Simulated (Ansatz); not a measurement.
# HfO2 (P2_1/c): the host for defect calculations, part 2 of 2

Before any defect goes in: HfO2 (P2_1/c) at rest, and how it screens a charge.

Ansatz 0.2.0; plane-wave PAW DFT, r2SCAN; relaxation of the host's cell and atoms; PAW set soft_1 (the session's first sound run).

So far. Step 3 (Dielectric tensors of the host): The principal values of the electronic dielectric tensor are 4.68, 5.06 and 5.09. The principal values of the static dielectric tensor are 15.30, 19.46 and 21.76.

## (4) Defect free supercell relaxed in its symmetry

This cell, the one that will hold the defects, is built from the relaxed host. Its coarser k-points can move the atoms a little, so it is relaxed from the symmetric sites, as the reference for the test of stability.

This step: plane-wave PAW DFT, r2SCAN; relaxation of the defect-free supercell in its symmetry; PAW set soft_1 (Ansatz 0.2.0).

System of this step: HfO2 (P2_1/c). The cell holds 96 atoms: 32 Hf and 64 O. Its edges and angles: a = 10.229 Å, b = 10.363 Å, c = 10.593 Å, α = 90.0°, β = 99.5°, γ = 90.0°.

File pristine.symmetric/input.yaml:

```yaml
crystal:
  lattice:
    - [10.2294504898, 0.0, 0.0087819208]
    - [0.0, 10.3626286749, 0.0]
    - [-1.7504376039, 0.0, 10.4476751421]
  atoms:
    - { symbol: Hf, position: [0.1380886692, 0.2290864202, 0.3541307092] }
    - { symbol: Hf, position: [0.3619113308, 0.4790864202, 0.3958692908] }
    - { symbol: Hf, position: [0.3619113308, 0.2709135798, 0.1458692908] }
    - { symbol: Hf, position: [0.1380886692, 0.0209135798, 0.1041307092] }
    - { symbol: O, position: [0.2239984862, 0.3711857871, 0.4892109611] }
    - { symbol: O, position: [0.2760015138, 0.1211857871, 0.2607890389] }
    - { symbol: O, position: [0.2760015138, 0.1288142129, 0.0107890389] }
    - { symbol: O, position: [0.2239984862, 0.3788142129, 0.2392109611] }
    - { symbol: O, position: [0.0349713344, 0.1667376796, 0.1721316082] }
    - { symbol: O, position: [0.4650286656, 0.4167376796, 0.0778683918] }
    - { symbol: O, position: [0.4650286656, 0.3332623204, 0.3278683918] }
    - { symbol: O, position: [0.0349713344, 0.0832623204, 0.4221316082] }
    - { symbol: Hf, position: [0.1380886692, 0.2290864202, 0.8541307092] }
    - { symbol: Hf, position: [0.3619113308, 0.4790864202, 0.8958692908] }
    - { symbol: Hf, position: [0.3619113308, 0.2709135798, 0.6458692908] }
    - { symbol: Hf, position: [0.1380886692, 0.0209135798, 0.6041307092] }
    - { symbol: O, position: [0.2239984862, 0.3711857871, 0.9892109611] }
    - { symbol: O, position: [0.2760015138, 0.1211857871, 0.7607890389] }
    - { symbol: O, position: [0.2760015138, 0.1288142129, 0.5107890389] }
    - { symbol: O, position: [0.2239984862, 0.3788142129, 0.7392109611] }
    - { symbol: O, position: [0.0349713344, 0.1667376796, 0.6721316081] }
    - { symbol: O, position: [0.4650286656, 0.4167376796, 0.5778683919] }
    - { symbol: O, position: [0.4650286656, 0.3332623204, 0.8278683919] }
    - { symbol: O, position: [0.0349713344, 0.0832623204, 0.9221316082] }
    - { symbol: Hf, position: [0.1380886692, 0.7290864202, 0.3541307092] }
    - { symbol: Hf, position: [0.3619113308, 0.9790864202, 0.3958692908] }
    - { symbol: Hf, position: [0.3619113308, 0.7709135798, 0.1458692908] }
    - { symbol: Hf, position: [0.1380886692, 0.5209135798, 0.1041307092] }
    - { symbol: O, position: [0.2239984862, 0.8711857871, 0.4892109611] }
    - { symbol: O, position: [0.2760015138, 0.6211857871, 0.2607890389] }
[... 60 atom lines left out ...]
    - { symbol: O, position: [0.7760015138, 0.6288142129, 0.5107890389] }
    - { symbol: O, position: [0.7239984862, 0.8788142129, 0.7392109611] }
    - { symbol: O, position: [0.5349713344, 0.6667376796, 0.6721316081] }
    - { symbol: O, position: [0.9650286656, 0.9167376796, 0.5778683919] }
    - { symbol: O, position: [0.9650286656, 0.8332623204, 0.8278683919] }
    - { symbol: O, position: [0.5349713344, 0.5832623204, 0.9221316082] }
basis:
  ecutwfc: 500
  xc_grid: 2
hamiltonian:
  xc: r2scan
  pseudopotentials: { kind: paw, azcp: { folder: soft_1 } }
kpoints:
  mp_grid: { grid: [1, 1, 1] }
scf:
  occupations: { method: fermi_dirac, width: 0.01 }
  max_iter: 100
  lower_state_search: "off"
output:
  forces: true
relax:
  f_tol: 0.015
  max_steps: 60
  escape_saddle: false
checkpoint:
  write: "../pristine.symmetric.run"
  compress: false
  write_wavefunctions: false
  write_every: 100000
```

Run with:

```sh
$ ansatz run input.yaml --threads 32 --pin off --max-ram 131891MiB --backend cuda --events-out ev --progress --plain --runs-dir out
```

Numbers of over 12 decimals in the logs are rounded to 6 here.

The log of the run:

```text
[...]
device memory: the entry about to start is reckoned to put 5.0 GiB on a device that reports 182.5 GiB free
GPU FFT provider: cuFFT
GPU libraries: cuBLAS 13.8.1, cuFFT 12.4.0, cuSOLVER 12.3.2
GPU matrix products: emulated (plane waves: as basis.precision tells), large ones in fixed point in workspaces of 1.00 GiB
Crystal: 96 atoms, lattice volume = 1107.655 Å³
Basis set: ecut = 500 eV, 28081 PW (Γ), exchange–correlation on 150×160×160 points (8 copies of the dense FFT grid, shifted against one another)
Bands: 730, of which v1, the nominal top of the filled ones, is band 608 counted from 1 (607 counted from 0)
Symmetry: 32 space group operations
[...]
k-points: 1
[...]
GPU buffer pool allocated for 480000 grid points (all kernels)
GPU transforms: local potential: pruned to the plane-wave sphere, on 75×75×80; band sums: pruned to the plane-wave sphere, on 75×80×80
[...]
SCF iter   1: F=-540044.301247 eV  HF=-540078.109117 eV  |Δ(HF+E_count)|=         —  Δρ=8.88e-2  dr2=6.76e1  dr2_τ=5.20e0  Hψ=2195
[...]
SCF iter   3: F=-540065.360828 eV  HF=-540070.040970 eV  |Δ(HF+E_count)|=   4.96e-1  Δρ=2.25e-2  dr2=4.81e0  dr2_τ=5.22e-1  Hψ=1104
automatic band count: iteration 3 solves 705 bands in place of 730: the levels show a gap, and the empty bands left out lie too high to hold charge; the band table lists the bands solved (type scf.n_extra_bands for more)
SCF iter   4: F=-540068.796286 eV  HF=-540068.664134 eV  |Δ(HF+E_count)|=    1.38e0  Δρ=7.31e-3  dr2=4.29e-1  dr2_τ=2.91e-2  Hψ=1238
[...]
SCF iter  10: F=-540068.822313 eV  HF=-540068.822313 eV  |Δ(HF+E_count)|=   4.56e-6  Δρ=1.09e-5  dr2=1.10e-6  dr2_τ=1.75e-7  Hψ=2571
SCF 1 converged in 10 iterations: F = -540068.822313 eV  dr2 = 1.10e-6
[...]
relax step   1: F+E_penalty+E_count = -540068.82231293 eV  Δ(F+E_penalty+E_count) = +0.000e0 eV  max|allowed force component| = 9.155e-3 eV/Å  Δτ_max = 0.0000 Å  (10 SCF iters, dr2 threshold 5.63e-6 eV, accepted)
[...]
SCF iter   4: F=-540068.822313 eV  HF=-540068.822313 eV  |Δ(HF+E_count)|=   3.43e-8  Δρ=8.22e-7  dr2=1.20e-8  dr2_τ=4.45e-10  Hψ=2488
SCF 2 converged in 4 iterations: F = -540068.822313 eV  dr2 = 1.20e-8
relax step   2: F+E_penalty+E_count = -540068.82231305 eV  Δ(F+E_penalty+E_count) = -1.262e-7 eV  max|allowed force component| = 9.189e-3 eV/Å  Δτ_max = 0.0000 Å  (4 SCF iters, accepted)
[...]
SCF iter   2: F=-540068.822313 eV  HF=-540068.822313 eV  |Δ(HF+E_count)|=   1.98e-9  Δρ=7.02e-7  dr2=7.14e-9  dr2_τ=3.03e-10  Hψ=1917
SCF 3 converged in 2 iterations: F = -540068.822313 eV  dr2 = 7.14e-9
SCF converged after 2 iterations
Free energy (F): -540068.822313 eV
[...]
Internal energy: -540068.822313 eV  (E = F + TS)
E sigma→0 (E₀):  -540068.822313 eV
Fermi energy:    14.893559 eV
[...]
--- Forces (eV/Å), atoms counted from 1 ---
  atom   1  Hf    -0.00621753    -0.00919331    -0.00422727
  atom   2  Hf     0.00621753    -0.00919331     0.00422727
  atom   3  Hf     0.00621753     0.00919331     0.00422727
  atom   4  Hf    -0.00621753     0.00919331    -0.00422727
  atom   5  O     -0.00678845    -0.00238227    -0.00369237
  atom   6  O      0.00678845    -0.00238227     0.00369237
  [... 90 more lines of this table ...]
  max |Σ_I F_I| component: 4.68e-17 eV/Å
--- Relaxed structure (2 steps of the walk, 2 accepted, 0 SCFs on fresh bases) ---
  F+E_penalty+E_count = -540068.82231305 eV   max|allowed force component| = 9.189e-3 eV/Å
  atoms:
    - { symbol: Hf, position: [0.138089, 0.229086, 0.354131] }
    - { symbol: Hf, position: [0.3619113308, 0.4790864202, 0.395869] }
    - { symbol: Hf, position: [0.361911, 0.2709135798, 0.145869] }
    - { symbol: Hf, position: [0.138089, 0.0209135798, 0.104131] }
    - { symbol: O, position: [0.223998, 0.3711857871, 0.489211] }
    - { symbol: O, position: [0.276002, 0.1211857871, 0.260789] }
  [... 90 more lines of this table ...]
```

The job ended after 2.6 s (1 × NVIDIA GB200 with 32 threads of Arm Neoverse V2, shared host; peak memory 1.4 GiB; 7.4 s of CPU time).

Hardly anything moved in the relaxation; the energy changed by under 0.2 meV an atom.

## (5) Defect free supercell relaxed from displaced atoms

This step: plane-wave PAW DFT, r2SCAN; relaxation of the defect-free supercell from random displacements, a test of the host's stability; PAW set soft_1 (Ansatz 0.2.0).

pristine.rattled/input.yaml, as its differences from pristine.symmetric/input.yaml of step 4:

```diff
@@ -59,6 +59,6 @@
   f_tol: 0.015
-  max_steps: 60
-  escape_saddle: false
+  max_steps: 120
+  random_displacement: { amplitude: 0.06, seed: 3826 }
 checkpoint:
-  write: "../pristine.symmetric.run"
+  write: "../pristine.rattled.run"
   compress: false
```

The log of the run:

```text
[...]
Crystal: 96 atoms, lattice volume = 1107.655 Å³
Basis set: ecut = 500 eV, 28081 PW (Γ), exchange–correlation on 150×160×160 points (8 copies of the dense FFT grid, shifted against one another)
Bands: 730, of which v1, the nominal top of the filled ones, is band 608 counted from 1 (607 counted from 0)
Symmetry: 1 space group operations
k-points: 1
[...]
SCF iter   1: F=-540041.139761 eV  HF=-540075.625526 eV  |Δ(HF+E_count)|=         —  Δρ=8.91e-2  dr2=6.85e1  dr2_τ=5.32e0  Hψ=2191
[...]
SCF iter   3: F=-540062.401802 eV  HF=-540067.216547 eV  |Δ(HF+E_count)|=   5.31e-1  Δρ=2.26e-2  dr2=4.87e0  dr2_τ=5.27e-1  Hψ=1104
[...]
SCF 1 converged in 11 iterations: F = -540065.963602 eV  dr2 = 8.53e-7
[...]
relax step   1: F+E_penalty+E_count = -540065.96360210 eV  Δ(F+E_penalty+E_count) = +0.000e0 eV  max|allowed force component| = 2.478e0 eV/Å  Δτ_max = 0.0000 Å  (11 SCF iters, dr2 threshold 5.63e-6 eV, accepted)
[...]
relax step   2: F+E_penalty+E_count = -540067.80015581 eV  Δ(F+E_penalty+E_count) = -1.837e0 eV  max|allowed force component| = 1.195e0 eV/Å  Δτ_max = 0.1260 Å  (7 SCF iters, dr2 threshold 1.00e-4 eV, accepted)
relax step   3: F+E_penalty+E_count = -540068.82068024 eV  Δ(F+E_penalty+E_count) = -1.021e0 eV  max|allowed force component| = 4.205e-2 eV/Å  Δτ_max = 0.0808 Å  (7 SCF iters, dr2 threshold 8.93e-5 eV, accepted)
relax step   4: F+E_penalty+E_count = -540068.82068316 eV  Δ(F+E_penalty+E_count) = -2.911e-6 eV  max|allowed force component| = 4.182e-2 eV/Å  Δτ_max = 0.0000 Å  (5 SCF iters, accepted)
[...]
SCF iter   2: F=-540068.816653 eV  HF=-540068.816774 eV  |Δ(HF+E_count)|=   4.17e-3  Δρ=3.15e-4  dr2=5.49e-4  dr2_τ=5.80e-5  Hψ=1408
[...]
SCF iter   7: F=-540068.822638 eV  HF=-540068.822638 eV  |Δ(HF+E_count)|=   1.02e-7  Δρ=3.24e-6  dr2=8.30e-8  dr2_τ=1.14e-8  Hψ=2548
SCF 5 converged in 7 iterations: F = -540068.822638 eV  dr2 = 8.30e-8
[...]
relax step   5: F+E_penalty+E_count = -540068.82263772 eV  Δ(F+E_penalty+E_count) = -1.955e-3 eV  max|allowed force component| = 2.642e-3 eV/Å  Δτ_max = 0.0066 Å  (7 SCF iters, accepted)
[...]
SCF iter   1: F=-540068.822638 eV  HF=-540068.822638 eV  |Δ(HF+E_count)|=         —  Δρ=3.24e-6  dr2=8.30e-8  dr2_τ=1.14e-8  Hψ=2856
[...]
SCF iter   2: F=-540068.822638 eV  HF=-540068.822638 eV  |Δ(HF+E_count)|=  4.66e-10  Δρ=1.36e-6  dr2=1.93e-8  dr2_τ=1.83e-9  Hψ=2360
SCF 6 converged in 2 iterations: F = -540068.822638 eV  dr2 = 1.93e-8
[...]
SCF converged after 2 iterations
Free energy (F): -540068.822638 eV
[...]
Internal energy: -540068.822638 eV  (E = F + TS)
E sigma→0 (E₀):  -540068.822638 eV
Fermi energy:    14.891229 eV
[...]
--- Forces (eV/Å), atoms counted from 1 ---
  atom   1  Hf     0.00093344    -0.00126333    -0.00092831
  atom   2  Hf     0.00008131    -0.00256381    -0.00009032
  atom   3  Hf    -0.00072463     0.00142980     0.00024473
  atom   4  Hf    -0.00013900     0.00168212    -0.00035707
  atom   5  O      0.00029507     0.00002836    -0.00111244
  atom   6  O      0.00049029    -0.00025306    -0.00062639
  [... 90 more lines of this table ...]
  max |Σ_I F_I| component: 4.13e-3 eV/Å
--- Relaxed structure (5 steps of the walk, 5 accepted, 0 SCFs on fresh bases) ---
  F+E_penalty+E_count = -540068.82263772 eV   max|allowed force component| = 2.642e-3 eV/Å
  atoms:
    - { symbol: Hf, position: [0.138742, 0.228868, 0.354521] }
    - { symbol: Hf, position: [0.362574, 0.478873, 0.396278] }
    - { symbol: Hf, position: [0.362578, 0.270844, 0.146283] }
    - { symbol: Hf, position: [0.138752, 0.020841, 0.104522] }
    - { symbol: O, position: [0.224575, 0.371025, 0.489566] }
    - { symbol: O, position: [0.276738, 0.121027, 0.261244] }
  [... 90 more lines of this table ...]
```

The job ended after 5.3 s (1 × NVIDIA GB200 with 32 threads; peak memory 1.4 GiB; 16 s of CPU time).

Step by step:

```csv
step,energy less that of the first step (eV),largest force component (eV/Å)
1,0.0000,2.4782
2,-1.8366,1.1954
3,-2.8571,0.0420
4,-2.8571,0.0418
5,-2.8590,0.0026
```

The relaxation ends 30 meV an atom lower than the displaced start, with a largest force component of 0.0026 eV/Å.

## (6) Host on a dense mesh

This step: plane-wave PAW DFT, r2SCAN; single point of the defect-free host, a test of the k-point sampling; PAW set soft_1 (Ansatz 0.2.0).

System of this step: HfO2 (P2_1/c). It takes space group P2_1/c (No. 14, monoclinic). Conventional cell: a = 5.115 Å, b = 5.181 Å, c = 5.297 Å, α = 90.00°, β = 99.46°, γ = 90.00°. Nearest to Hf lie 7 O at 2.04 to 2.25 Å. Nearest to O lie 4 Hf at 2.14 to 2.25 Å. Nearest to O lie 3 Hf at 2.04 to 2.14 Å. Farther neighbours and most contacts between anions are not listed.

File dense/input.yaml:

```yaml
crystal:
  lattice:
    - [5.1147252449, 0.0, 0.0043909604]
    - [0.0, 5.1813143374, 0.0]
    - [-0.8752188019, 0.0, 5.2238375711]
  atoms:
    - { symbol: Hf, position: [0.2761773384, 0.4581728403, 0.7082614185] }
    - { symbol: Hf, position: [0.7238226616, 0.9581728403, 0.7917385815] }
    - { symbol: Hf, position: [0.7238226616, 0.5418271597, 0.2917385815] }
    - { symbol: Hf, position: [0.2761773384, 0.0418271597, 0.2082614185] }
    - { symbol: O, position: [0.4479969725, 0.7423715742, 0.9784219222] }
    - { symbol: O, position: [0.5520030275, 0.2423715742, 0.5215780778] }
    - { symbol: O, position: [0.5520030275, 0.2576284258, 0.0215780778] }
    - { symbol: O, position: [0.4479969725, 0.7576284258, 0.4784219222] }
    - { symbol: O, position: [0.0699426689, 0.3334753591, 0.3442632163] }
    - { symbol: O, position: [0.9300573311, 0.8334753591, 0.1557367837] }
    - { symbol: O, position: [0.9300573311, 0.6665246409, 0.6557367837] }
    - { symbol: O, position: [0.0699426689, 0.1665246409, 0.8442632163] }
basis:
  ecutwfc: 500
  xc_grid: 2
hamiltonian:
  xc: r2scan
  pseudopotentials: { kind: paw, azcp: { folder: soft_1 } }
kpoints:
  mp_grid: { grid: [6, 6, 6] }
scf:
  occupations: { method: fermi_dirac, width: 0.01 }
  max_iter: 100
  lower_state_search: "off"
checkpoint:
  write: "../dense.run"
  compress: false
  write_wavefunctions: false
  write_every: 100000
```

The log of the run:

```text
[...]
GPU FFT provider: cuFFT
GPU libraries: cuBLAS 13.8.1, cuFFT 12.4.0, cuSOLVER 12.3.2
[...]
Crystal: 12 atoms, lattice volume = 138.457 Å³
Basis set: ecut = 500 eV, 3535 PW (Γ), exchange–correlation on 80×80×80 points (8 copies of the dense FFT grid, shifted against one another)
Bands: 88, of which v1, the nominal top of the filled ones, is band 76 counted from 1 (75 counted from 0)
Symmetry: 4 space group operations
[...]
k-points: 80 of 216
[...]
GPU buffer pool allocated for 64000 grid points (all kernels)
GPU transforms: local potential and band sums: pruned to the plane-wave sphere, on 40×40×40
[...]
SCF iter   1: F=-67505.564801 eV  HF=-67509.801358 eV  |Δ(HF+E_count)|=         —  Δρ=8.88e-2  dr2=8.44e0  dr2_τ=6.45e-1  Hψ=22226
[...]
SCF iter  11: F=-67508.634752 eV  HF=-67508.634752 eV  |Δ(HF+E_count)|=   7.72e-8  Δρ=2.43e-6  dr2=7.70e-9  dr2_τ=2.64e-10  Hψ=14583
SCF 1 converged in 11 iterations: F = -67508.634752 eV  dr2 = 7.70e-9
[...]
SCF converged after 11 iterations
Free energy (F): -67508.634752 eV
[...]
Internal energy: -67508.634752 eV  (E = F + TS)
E sigma→0 (E₀):  -67508.634752 eV
Fermi energy:    14.892710 eV
[...]
```

The job ended after 2.6 s (1 × NVIDIA GB200 with 32 threads; peak memory 1.1 GiB).

## (7) Defect free supercell at the zone centre

The supercell is run at the zone centre, to see how far that sampling misses the dense mesh.

System of this step: HfO2 (P2_1/c). The cell holds 96 atoms: 32 Hf and 64 O. Its edges and angles: a = 10.229 Å, b = 10.363 Å, c = 10.593 Å, α = 90.0°, β = 99.5°, γ = 90.0°.

pristine.sampling_gamma/input.yaml, as its differences from pristine.rattled/input.yaml of step 5:

```diff
@@ -55,10 +55,4 @@
   lower_state_search: "off"
-output:
-  forces: true
-relax:
-  f_tol: 0.015
-  max_steps: 120
-  random_displacement: { amplitude: 0.06, seed: 3826 }
 checkpoint:
-  write: "../pristine.rattled.run"
+  write: "../pristine.sampling_gamma.run"
   compress: false
```

The log of the run:

```text
[...]
GPU FFT provider: cuFFT
GPU libraries: cuBLAS 13.8.1, cuFFT 12.4.0, cuSOLVER 12.3.2
[...]
Crystal: 96 atoms, lattice volume = 1107.655 Å³
Basis set: ecut = 500 eV, 28081 PW (Γ), exchange–correlation on 150×160×160 points (8 copies of the dense FFT grid, shifted against one another)
Bands: 704, of which v1, the nominal top of the filled ones, is band 608 counted from 1 (607 counted from 0)
Symmetry: 32 space group operations
[...]
k-points: 1
[...]
GPU buffer pool allocated for 480000 grid points (all kernels)
[...]
SCF iter   1: F=-540044.265292 eV  HF=-540078.108269 eV  |Δ(HF+E_count)|=         —  Δρ=8.88e-2  dr2=6.77e1  dr2_τ=5.19e0  Hψ=2149
[...]
SCF iter  11: F=-540068.822313 eV  HF=-540068.822313 eV  |Δ(HF+E_count)|=   4.76e-7  Δρ=3.24e-6  dr2=8.57e-8  dr2_τ=1.23e-8  Hψ=1801
SCF 1 converged in 11 iterations: F = -540068.822313 eV  dr2 = 8.57e-8
[...]
SCF converged after 11 iterations
Free energy (F): -540068.822313 eV
[...]
Internal energy: -540068.822313 eV  (E = F + TS)
E sigma→0 (E₀):  -540068.822313 eV
Fermi energy:    14.893552 eV
[...]
```

Run time: 1.9 s. Hardware: 1 × NVIDIA GB200 with 32 threads; peak memory 1.4 GiB; 4.2 s of CPU time.

## (8) What came out

| Quantity | Value |
| --- | --- |
| primitive cell vectors, lengths | 5.115, 5.181, 5.297 Å |
| electronic dielectric constant | principal values (4.68, 5.06, 5.09) |
| static dielectric constant | principal values (15.30, 19.46, 21.76) |
| gap on the k-mesh of the response run (PBEsol) | 4.04 eV |
| supercell relaxed in its symmetry less the displaced and relaxed one | 0.000 eV |
| energy an atom at the zone centre alone less that on the dense mesh | 0.003 eV |

**Reading.** Step 5: The energy fell by 2.859 eV from the randomly displaced start; the atoms end within 0.005 Å of the sites as typed, once the mean shift is taken out. The displaced cell ends within 0.01 eV of the symmetric one relaxed in its symmetry, so no lower structure shows in this supercell. The k-mesh can miss the band edges, so this gap is an upper bound at this level. All at zero temperature.

[Logs are printed without paths, hosts, clocks, repeated set-up lines and the standing remarks that a program may print on its own settings, such as how far it seeks lower states.]

[Hosts, paths, dates, database ids (printed as entryN), source tags and the programs' standing remarks are cut or masked in the printed files.]

[Runs of the host that timed out are not shown.]

[For some hosts the program warned that the k-mesh of the response run may be too coarse for force constants and the static dielectric constant; such warnings are not always shown.]
